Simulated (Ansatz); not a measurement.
# WS2: response to strain

WS2 is deformed so: equal xx and yy strain of +2 %. What stress and forces result, by LAPW, PAW and all-electron datasets made for the crystal?

Computed with Ansatz 0.2.0 (DFT LDA, scalar-relativistic, unless a step's input says otherwise).

**1. The system as given**

Symmetry: R3m, No. 160, trigonal system. Conventional cell: a = 3.158 Å, b = 3.158 Å, c = 18.490 Å, α = 90.00°, β = 90.00°, γ = 120.00°. W (site symmetry 3m) is surrounded by 6 S at 2.39 to 2.42 Å. Around S (site symmetry 3m) lie 3 W at 2.39 Å. Around S (site symmetry 3m) lie 3 W at 2.42 Å.

As a file:

```cif
data_structure
_symmetry_space_group_name_H-M 'R3m:H'
_symmetry_Int_Tables_number 160
_cell_length_a 3.1580
_cell_length_b 3.1580
_cell_length_c 18.4900
_cell_angle_alpha 90.000
_cell_angle_beta 90.000
_cell_angle_gamma 120.000
_cell_volume 159.70
loop_
_atom_site_label
_atom_site_type_symbol
_atom_site_symmetry_multiplicity
_atom_site_Wyckoff_symbol
_atom_site_fract_x
_atom_site_fract_y
_atom_site_fract_z
_atom_site_occupancy
W1 W 3 a 0.00000 0.00000 0.00000 1
S1 S 3 a 0.66667 0.33333 0.08363 1
S2 S 3 a 0.33333 0.66667 0.24767 1
```

The file gives the conventional cell by its symmetry; the runs use the cell typed in the input.

Atoms are numbered in the order of the input: W1, S2, S3.

**2. After the deformation**

Space group R3m before, R3m after.

**3. Full-potential LAPW**

input.yaml

```yaml
crystal:
  lattice:
    - [1.610580392, 0.9298690228, 6.16333]
    - [-1.610580392, 0.9298690228, 6.16333]
    - [0.0, -1.8597380457, 6.16333]
  atoms:
    - { symbol: W, position: [0.0, 0.0, 0.0] }
    - { symbol: S, position: [0.7503, 0.7503, 0.7503] }
    - { symbol: S, position: [0.581, 0.581, 0.581] }
kpoints:
  mp_grid: { grid: [13, 13, 13] }
  band_path:
    path:
      - [0.0, 0.0, 0.0]
      - [0.5, 0.5, 0.5]
      - [0.8181585864, 0.1818414136, 0.5]
      - [0.5, -0.1818414136, 0.1818414136]
      - [0.5, 0.0, 0.0]
      - [0.0, 0.0, 0.0]
      - [0.3409207068, -0.3409207068, 0.0]
      - [0.6590792932, 0.0, 0.3409207068]
      - [0.5, 0.0, 0.5]
    npoints: 5
scf:
  occupations: { method: fermi_dirac, width: 0.08 }
hamiltonian:
  xc: lda
  pseudopotentials: { kind: all_electron, lapw: { basis_error: 0.0005 } }
output:
  forces: true
  stress: true
  eigenvalues: true
```

Launch:

```sh
$ ansatz run input.yaml --threads 1 --pin off --max-ram 6144MiB --backend cpu --events-out ev --progress --plain --runs-dir out
```

The program printed:

```text
LAPW: plane waves up to 8.962 Å⁻¹, error target 5.0e-4 eV per atom; small_component_spin mean_spin; S in spheres of 1.043 Å, 14 of its electrons in bands, Dirac shells []; W in spheres of 1.376 Å, 44 of its electrons in bands, Dirac shells []
Engine: ansatz 0.2.0
Pseudopotentials: kind: all_electron
Pseudopotential: W, LAPW, valence charge 44, Koelling and Harmon's equation, gaussian nucleus
Pseudopotential: S, LAPW, valence charge 14, Koelling and Harmon's equation, gaussian nucleus
Functional definition: SPW92
  exchange = slater_x
  correlation = pw_c
Crystal: 3 atoms, lattice volume = 55.382 Å³
Basis set: ecut = 305.9877419210294 eV, 671 PW (Γ), FFT grids on a1−a3, a2−a3, a3, exchange–correlation at level 2
Bands: 44, of which v1, the nominal top of the filled ones, is band 36 counted from 1 (35 counted from 0)
Symmetry: 6 space group operations
Space group: R3m (ITA 160), of the structure as read, at distance tolerance 3.8e-5 Å
k-points: 231 of 2197 (time reversal used)
Non-local potential: W, projectors of the file, none
Non-local potential: S, projectors of the file, none
Initial density: superposition of atomic densities (chi_scale 0.1, normalization cell, long waves kept (reshape's long-wave potential 0.08 eV rms))
Initial wavefunctions: plane waves of lowest kinetic energy (no species holds an atomic orbital)
Functional: x = slater, c = lda
iter 1 solved again at ethr=1.13e-3 eV; its pass at ethr=1.00e-1 eV (dr2=8.11e-1 eV) is discarded
SCF iter   1: F=—  HF=-460610.949771 eV  |F-HF|=—  |Δ(HF+E_count)|=         —  Δρ=3.70e-2  dr2=8.13e-1  ethr=1.13e-3  ⟨swp⟩=2.0  Hψ=65111  notcnv=0
preconditioner: auto → Resta (q_TF=auto, 2.850 Å⁻¹)  ε∞=2.8  [insulator: Δε(μ)=0.957 eV  Ē_g=20.843 eV  σ=0.080 eV  W_gap=0.99  n_scr=28 (ndim 8)  ℏωp=28.2 eV  f_vac=0.138  D(μ)=0.00/eV (n_scr^D=0)  ε∞_Penn≈2.8]
SCF iter   2: F=—  HF=-460610.661426 eV  |F-HF|=—  |Δ(HF+E_count)|=   2.88e-1  Δρ=1.86e-2  dr2=5.47e-1  ethr=1.13e-3  ⟨swp⟩=2.1  Hψ=29740  notcnv=0
SCF iter   3: F=—  HF=-460610.562206 eV  |F-HF|=—  |Δ(HF+E_count)|=   9.92e-2  Δρ=1.26e-2  dr2=8.97e-2  ethr=7.60e-4  ⟨swp⟩=2.2  Hψ=30127  notcnv=0
SCF iter   4: F=—  HF=-460610.538673 eV  |F-HF|=—  |Δ(HF+E_count)|=   2.35e-2  Δρ=6.32e-3  dr2=2.37e-2  ethr=1.25e-4  ⟨swp⟩=2.0  Hψ=28659  notcnv=0
iter 5 solved again at ethr=2.00e-6 eV; its pass at ethr=3.30e-5 eV (dr2=1.44e-3 eV) is discarded
SCF iter   5: F=—  HF=-460610.531557 eV  |F-HF|=—  |Δ(HF+E_count)|=         —  Δρ=1.46e-3  dr2=1.44e-3  ethr=2.00e-6  ⟨swp⟩=2.0  Hψ=49416  notcnv=0
the basis was enlarged: its passes take 13.4 MiB over the memory plan, 1 of 1 planned eigensolver slots
SCF iter   6: F=—  HF=-460610.531301 eV  |F-HF|=—  |Δ(HF+E_count)|=   2.56e-4  Δρ=3.01e-4  dr2=1.22e-4  ethr=2.00e-6  ⟨swp⟩=2.3  Hψ=28487  notcnv=0
SCF iter   7: F=—  HF=-460610.531286 eV  |F-HF|=—  |Δ(HF+E_count)|=   1.50e-5  Δρ=7.12e-5  dr2=3.48e-6  ethr=1.70e-7  ⟨swp⟩=2.5  Hψ=28545  notcnv=0
SCF iter   8: F=—  HF=-460610.531287 eV  |F-HF|=—  |Δ(HF+E_count)|=   7.29e-7  Δρ=2.62e-5  dr2=4.90e-7  ethr=4.83e-9  ⟨swp⟩=2.9  Hψ=28700  notcnv=0
SCF iter   9: F=-460610.531287 eV  HF=-460610.531287 eV  |F-HF|=3.95e-8  |Δ(HF+E_count)|=   2.33e-7  Δρ=6.54e-6  dr2=5.00e-8  ethr=6.81e-10  ⟨swp⟩=3.0  Hψ=29019  notcnv=0
SCF 1 converged in 9 iterations: F = -460610.531287 eV  dr2 = 5.00e-8
the search or the solves at the SCF's close seem to have found levels that the self-consistency loop had missed (the run counts 1). By its estimate they hold under 1e-12 electrons; where the run keeps them, the occupations were computed again with them
NSCF: frozen V_eff on 41 k-points
SCF converged after 9 iterations
Free energy (F): -460610.531287 eV
Harris-Foulkes:  -460610.531287 eV  (|F-HF|=3.95e-8)
Internal energy: -460610.531227 eV  (E = F + TS)
E sigma→0 (E₀):  -460610.531257 eV
Entropy (-TS):   -0.000060 eV (-0.020 meV/atom)
Fermi energy:    13.778030 eV
--- Per-component energies (eV) ---
  E_band       = -7403.685559
  E_kinetic    = 513197.047356
  E_xc         = -9904.992861
  E_electrostatic = -963902.585722  (all electrons and nuclei)
  E_smearing   = -0.000060  (= −TS)
  E_closure    = 0.000000  (closes the sum)
  E_atoms      = -460585.883651  (free atoms, spherical and without spin; not in F)
  Σ components = -460610.531287   (vs F -460610.531287, Δ=0.00e0)
  Basis errors (estimates in eV, not in F): energy 2.2e-4 per atom: plane waves 2.0e-4 (1.1e-4 summed), levels above the bands 2.0e-49, relativity 5.8e-9, radial functions 2.0e-5, core shells 2.2e-8; eigenvalues (radial functions only) 5.7e-7; not estimated: angular momenta, meshes, grids; target (lapw.basis_error) 5.0e-4; muffin-tin radii S 1.043 Å, W 1.376 Å
--- Forces (eV/Å), atoms counted from 1 ---
  atom   1  W      0.00000000     0.00000000    -0.53151574
  atom   2  S      0.00000000     0.00000000    -0.41170271
  atom   3  S      0.00000000    -0.00000000     0.94319113
  max |Σ_I F_I| component: 2.73e-5 eV/Å
--- Stress (GPa, compression-positive) ---
      -10.338000       0.000000       0.000000
        0.000000     -10.338000      -0.000000
       -0.000000      -0.000000      -7.096565
  P = ⅓ Tr σ = -9.2575 GPa (-92.575 kbar)
--- Band table (eV; the first three rows and the last of 231) ---
  k-point 0: bands = ["-404.4117", "-404.4105", "-404.4105", "-220.0185", "-220.0185", "-220.0086", "-220.0086", "-219.9973", "-191.7054", "-191.6990", "-137.4199", "-137.4199", "-137.4138", "-137.4138", "-137.3806", "-137.3687", "-61.2848", "-25.5386", "-25.4109", "-25.4109", "-15.6175", "-15.6175", "-15.6088", "-15.5957", "-15.5957", "-15.5931", "-15.5910", "-1.9984", "-0.0519", "5.9334", "9.8081", "9.8081", "10.9934", "10.9934", "11.9665", "12.3050", "15.3565", "15.3565", "15.7251", "15.7251", "17.5892", "20.7404", "21.6201", "23.0512"]
  k-point 1: bands = ["-404.4117", "-404.4105", "-404.4105", "-220.0185", "-220.0185", "-220.0086", "-220.0086", "-219.9973", "-191.7054", "-191.6990", "-137.4199", "-137.4199", "-137.4138", "-137.4138", "-137.3806", "-137.3687", "-61.2840", "-25.5355", "-25.4281", "-25.4149", "-15.6175", "-15.6172", "-15.6083", "-15.5960", "-15.5958", "-15.5937", "-15.5908", "-1.9037", "-0.0258", "6.0520", "9.5628", "9.9002", "10.6681", "10.8451", "12.0120", "12.3530", "15.2694", "15.4722", "15.4833", "15.6911", "18.0463", "21.1363", "21.6866", "22.8864"]
  k-point 2: bands = ["-404.4117", "-404.4105", "-404.4105", "-220.0185", "-220.0185", "-220.0086", "-220.0086", "-219.9973", "-191.7054", "-191.6990", "-137.4199", "-137.4199", "-137.4138", "-137.4138", "-137.3806", "-137.3687", "-61.2817", "-25.5271", "-25.4755", "-25.4260", "-15.6177", "-15.6165", "-15.6069", "-15.5969", "-15.5964", "-15.5950", "-15.5901", "-1.6312", "0.0495", "6.3814", "8.9724", "10.0251", "10.1501", "10.4970", "11.9240", "12.2790", "14.8591", "15.4135", "15.4978", "15.9809", "19.0145", "21.5282", "22.0158", "22.7277"]
  k-point 230: bands = ["-404.4117", "-404.4105", "-404.4105", "-220.0185", "-220.0185", "-220.0086", "-220.0086", "-219.9973", "-191.7054", "-191.6990", "-137.4199", "-137.4199", "-137.4138", "-137.4138", "-137.3806", "-137.3687", "-61.2840", "-25.5356", "-25.4281", "-25.4149", "-15.6175", "-15.6172", "-15.6083", "-15.5960", "-15.5958", "-15.5937", "-15.5908", "-1.6771", "-0.4450", "7.1101", "9.4820", "9.5609", "9.8808", "10.8819", "11.0668", "13.2079", "15.3628", "15.4532", "15.5432", "15.6793", "18.3334", "21.6218", "22.3040", "23.0227"]
```

It took 4.2 min on 1 thread of Arm Neoverse V2, shared host; peak memory 1.2 GiB.

Result: pressure -9.26 GPa; gap 0.90 eV, indirect from T to S0–S2; largest force 0.943 eV/Å.

**4. PAW with frozen cores**

input.yaml

```yaml
crystal:
  lattice:
    - [1.610580392, 0.9298690228, 6.16333]
    - [-1.610580392, 0.9298690228, 6.16333]
    - [0.0, -1.8597380457, 6.16333]
  atoms:
    - { symbol: W, position: [0.0, 0.0, 0.0] }
    - { symbol: S, position: [0.7503, 0.7503, 0.7503] }
    - { symbol: S, position: [0.581, 0.581, 0.581] }
kpoints:
  mp_grid: { grid: [13, 13, 13] }
scf:
  occupations: { method: fermi_dirac, width: 0.08 }
hamiltonian:
  xc: lda
  pseudopotentials: { kind: paw }
output:
  forces: true
  stress: true
  eigenvalues: true
  efg: { contact_densities: true }
  write_density: true
  write_potential: true
  elf: true
  volumetric_format: npy
```

Launch:

```sh
$ ansatz run input.yaml --threads 1 --pin off --max-ram 6144MiB --backend cpu --events-out ev --progress --plain --runs-dir out
```

The program printed:

```text
basis.fft_grid_basis auto: the FFT boxes are laid along the combinations [[1, -1, 0], [0, 1, 0], [0, -1, 1]] of the cell's own vectors, 3.221, 6.438 and 3.221 Å long. The dense box has 24×45×24 points. Along the cell's own vectors, as sized, it would have 45×45×45, 3.52 times as many. Of the 6 symmetry operations that the crystal satisfies within crystal.symmetry.tolerance (time reversal apart; of a slab, those that keep its plane) the dense box along the cell's own vectors carries 6, and the one as laid loses 4 of those. basis.fft_grid_basis: typed keeps the cell's own vectors: state it where this run's energies or levels are differenced outside the engine with another run's, or held beside a run that keeps those vectors. Those combinations have planes normal to reciprocal vector 3, as the cell's own vectors have. Each planar average written beside output.write_density, output.write_potential has a row for each plane of the box: 24. The volumetric files lie along those combinations, not along the cell's own vectors: a cube or XSF file states them, and fields.json those of NumPy files.
W: output.efg is read without spin–orbit coupling, which moves field gradients at and beside such atoms by some per cent and up to a factor of two; PAW files take it under magnetization.noncollinear and magnetization.spin_orbit
[... 1 set-up line as earlier in the session ...]
Pseudopotentials: kind: paw
Pseudopotential: W, paw, valence charge 14, recommended cutoff 420 eV (normal)
Pseudopotential: S, paw, valence charge 6, recommended cutoff 420 eV (normal)
[... 3 set-up lines as earlier in the session ...]
Crystal: 3 atoms, lattice volume = 55.382 Å³
Basis set: ecut = 420 eV, 1071 PW (Γ), FFT grids on a1−a2, a2, −a2+a3
Bands: 17, of which v1, the nominal top of the filled ones, is band 13 counted from 1 (12 counted from 0)
[... 2 set-up lines as earlier in the session ...]
k-points: 231 of 2197 (time reversal used)
Non-local potential: W, projectors of the file, l = 0: 3, l = 1: 2, l = 2: 2, l = 3: 1
Non-local potential: S, projectors of the file, l = 0: 2, l = 1: 2, l = 2: 2
PAW form: soft (Blöchl's): semilocal exchange-correlation on the pseudo side does not see the compensation charge
PAW frozen core: W, regenerated for the run's functional, and the local potential with it (the file was generated under x = pbe(κ = 0.804, μ = 0.2195149727645171), c = pbe(β = 0.06672455060314922))
PAW frozen core: S, regenerated for the run's functional, and the local potential with it (the file was generated under x = pbe(κ = 0.804, μ = 0.2195149727645171), c = pbe(β = 0.06672455060314922))
PAW one-centre angular grid: W, 590 points (default); XC on 64 Gauss nodes
PAW one-centre angular grid: S, 110 points (default); XC on 64 Gauss nodes
Initial density: superposition of atomic densities (neutral atoms: chi_scale 0, normalization atom), corrected by the library's trained network
Initial wavefunctions: pseudopotential atomic-orbital guess
[... 1 set-up line as earlier in the session ...]
SCF iter   1: F=—  HF=-11871.581210 eV  |F-HF|=—  |Δ(HF+E_count)|=         —  Δρ=9.73e-3  dr2=8.41e-2  ethr=1.77e-3  ⟨swp⟩=5.4  Hψ=21591  notcnv=0
preconditioner: auto → none  [insulator: Δε(μ)=0.955 eV  Ē_g=8.454 eV  σ=0.080 eV  W_gap=0.99  n_scr=16 (ndim 8)  ℏωp=21.2 eV  f_vac=0.018  D(μ)=0.00/eV (n_scr^D=0)  ε∞_Penn≈7.3]
SCF iter   2: F=—  HF=-11871.609895 eV  |F-HF|=—  |Δ(HF+E_count)|=   2.87e-2  Δρ=1.17e-2  dr2=2.58e-1  ethr=3.23e-4  ⟨swp⟩=3.7  Hψ=9383  notcnv=0  recentre
SCF iter   3: F=—  HF=-11871.569187 eV  |F-HF|=—  |Δ(HF+E_count)|=   4.07e-2  Δρ=4.29e-3  dr2=7.55e-3  ethr=3.23e-4  ⟨swp⟩=2.7  Hψ=6663  notcnv=0
SCF iter   4: F=—  HF=-11871.568719 eV  |F-HF|=—  |Δ(HF+E_count)|=   4.68e-4  Δρ=8.74e-4  dr2=2.05e-4  ethr=2.90e-5  ⟨swp⟩=1.5  Hψ=5110  notcnv=0
SCF iter   5: F=—  HF=-11871.568742 eV  |F-HF|=—  |Δ(HF+E_count)|=   2.30e-5  Δρ=1.79e-4  dr2=3.71e-5  ethr=7.89e-7  ⟨swp⟩=2.0  Hψ=5547  notcnv=0
SCF iter   6: F=—  HF=-11871.568735 eV  |F-HF|=—  |Δ(HF+E_count)|=   6.93e-6  Δρ=1.09e-4  dr2=2.63e-6  ethr=1.43e-7  ⟨swp⟩=2.1  Hψ=5200  notcnv=0
SCF iter   7: F=—  HF=-11871.568735 eV  |F-HF|=—  |Δ(HF+E_count)|=   1.45e-7  Δρ=2.05e-5  dr2=3.25e-7  ethr=1.01e-8  ⟨swp⟩=2.0  Hψ=5953  notcnv=0
SCF iter   8: F=-11871.568735 eV  HF=-11871.568735 eV  |F-HF|=2.54e-8  |Δ(HF+E_count)|=   9.45e-8  Δρ=6.99e-6  dr2=3.49e-8  ethr=3.85e-10  ⟨swp⟩=9.8  Hψ=26440  notcnv=0
SCF 1 converged in 8 iterations: F = -11871.568735 eV  dr2 = 3.49e-8
SCF converged after 8 iterations
Free energy (F): -11871.568735 eV
Harris-Foulkes:  -11871.568735 eV  (|F-HF|=2.54e-8)
Internal energy: -11871.568674 eV  (E = F + TS)
E sigma→0 (E₀):  -11871.568704 eV
Entropy (-TS):   -0.000062 eV (-0.021 meV/atom)
Fermi energy:    11.288521 eV
--- Per-component energies (eV) ---
  E_band       = -207.866772
  E_kinetic    = 664.379509
  E_local      = -1766.489481  (includes V_loc(G=0)·N_el)
  E_nonlocal   = 65.056282
  E_hartree    = 692.408669
  E_xc         = -457.519522
  E_vxc        = -414.377546  (∫ρ·V_xc dr)
  E_paw        = -9447.113244  (= ΣΔE_a)
  E_vpaw       = -141.250867  (= ΣTr[D̂ρ^β])
  E_aug_tail   = -0.000061  (compensation charges beyond the density's cutoff)
  E_ewald      = -1622.880372
  E_core_change = 0.589548  (= ΣΔE_core)
  E_smearing   = -0.000062  (= −TS)
  E_closure    = 0.000000  (closes the sum)
  Σ components = -11871.568735   (vs F -11871.568735, Δ=0.00e0)
--- Forces (eV/Å), atoms counted from 1 ---
  atom   1  W      0.00000000     0.00000000    -0.53154321
  atom   2  S      0.00000000     0.00000000    -0.41450272
  atom   3  S     -0.00000000    -0.00000000     0.94603866
  max |Σ_I F_I| component: 7.28e-6 eV/Å
--- Stress (GPa, compression-positive) ---
      -10.395877       0.000000       0.000000
        0.000000     -10.395877      -0.000000
        0.000000      -0.000000      -7.129829
  P = ⅓ Tr σ = -9.3072 GPa (-93.072 kbar)
--- PAW observables at the nuclei: V_zz in 10²¹ V/m², potentials from the cell's mean, atoms counted from 1 ---
  atom   1  W  V_zz =   -17.985471   η = 0.0000   by run symmetry: allowed
            electrostatic potential = -14805.363924 V   contact ρ = 8788637.618036 e/Å³
  atom   2  S  V_zz =    -5.103804   η = 0.0000   by run symmetry: allowed
            electrostatic potential = -1638.024800 V   contact ρ = 19607.154323 e/Å³
  atom   3  S  V_zz =    -4.357348   η = 0.0000   by run symmetry: allowed
            electrostatic potential = -1637.996606 V   contact ρ = 19607.709032 e/Å³
--- Band table (eV; the first three rows and the last of 231) ---
  k-point 0: bands = ["-63.7923", "-28.0332", "-27.9072", "-27.9072", "-4.4921", "-2.5455", "3.4454", "7.3156", "7.3156", "8.5009", "8.5009", "9.4779", "9.8156", "12.8657", "12.8657", "13.2348", "13.2348"]
  k-point 1: bands = ["-63.7915", "-28.0302", "-27.9244", "-27.9112", "-4.3974", "-2.5194", "3.5640", "7.0703", "7.4076", "8.1758", "8.3526", "9.5234", "9.8640", "12.7783", "12.9814", "12.9925", "13.2006"]
  k-point 2: bands = ["-63.7893", "-28.0217", "-27.9718", "-27.9223", "-4.1250", "-2.4443", "3.8930", "6.4802", "7.5330", "7.6575", "8.0046", "9.4361", "9.7903", "12.3682", "12.9227", "13.0053", "13.4901"]
  k-point 230: bands = ["-63.7915", "-28.0302", "-27.9244", "-27.9112", "-4.1715", "-2.9375", "4.6224", "6.9902", "7.0687", "7.3883", "8.3893", "8.5748", "10.7206", "12.8718", "12.9628", "13.0529", "13.1885"]
```

Wall time 26 s (1 thread of Arm Neoverse V2, shared host); peak memory 0.54 GiB.

Result: pressure -9.31 GPa; gap on the k mesh 0.97 eV (an odd mesh misses the zone boundary); largest force 0.946 eV/Å; Vzz W1 -17.99 (η = 0.00), S2 -5.10 (η = 0.00), S3 -4.36 (η = 0.00) (10²¹ V/m²).

The fields are shown in the conventional cell of this run's space group, carried over from its grid by interpolation.

Density in a lattice plane of the grid's cell (edges 3.22 and 18.49 Å, at 0.000 of the third edge), which holds W and S.

Values in e/Å³, 12 rows by 6 columns:
```
0.16 0.22 0.41 0.56 0.41 0.22
0.08 0.06 0.04 0.04 0.04 0.06
0.01 1.06 0.43 0.15 0.43 1.05
0.23 0.27 0.49 0.91 0.49 0.27
0.01 1.06 0.43 0.15 0.43 1.06
0.09 0.07 0.04 0.04 0.04 0.07
0.07 0.14 0.41 0.68 0.41 0.14
0.17 0.23 0.49 0.90 0.49 0.23
0.07 0.14 0.41 0.68 0.41 0.14
0.01 0.02 0.04 0.06 0.04 0.02
0.16 0.22 0.41 0.56 0.41 0.22
3.55 4.28 0.53 0.24 0.53 4.28
```
Columns run along the first of these edges and rows up along the second, over one cell in 6 and 12 even steps from the bottom left corner. Atoms in the plane (fractional): W at (0.00, 0.00), S at (1.00, 0.75), S at (1.00, 0.58).

ELF in the same plane.

Ten even steps from ' ' (0.00) to '@' (0.94):
```
==::++**++::
..::##%%##::
    ..--..  
@@@@==  ==@@
  **##..##**
****--..--**
----::::::--
::##**..**##
@@@@**  **@@
==..      ..
  ..**%%**..
  ::##%%##::
==--::::::--
::::::--::::
  ::##%%##::
    ==**==  
    ......  
..::##%%##::
==::++**++::
  ##::--::##
```
Columns run along the first of these edges and rows up along the second, over one cell in 6 and 20 even steps from the bottom left corner. Atoms in the plane (fractional): W at (0.00, 0.00), S at (1.00, 0.75), S at (1.00, 0.58).

Both are smooth fields of the valence electrons: close to the nuclei they are not physical.

The highest ELF values outside the cores: 0.94 beside S, off the lines to its neighbours, 0.8 Å from S; 0.87 on the S–W line, 0.8 Å from S; 0.51 between the atoms, 1.9 Å from W.

(Part 1 of 2 ends here.)
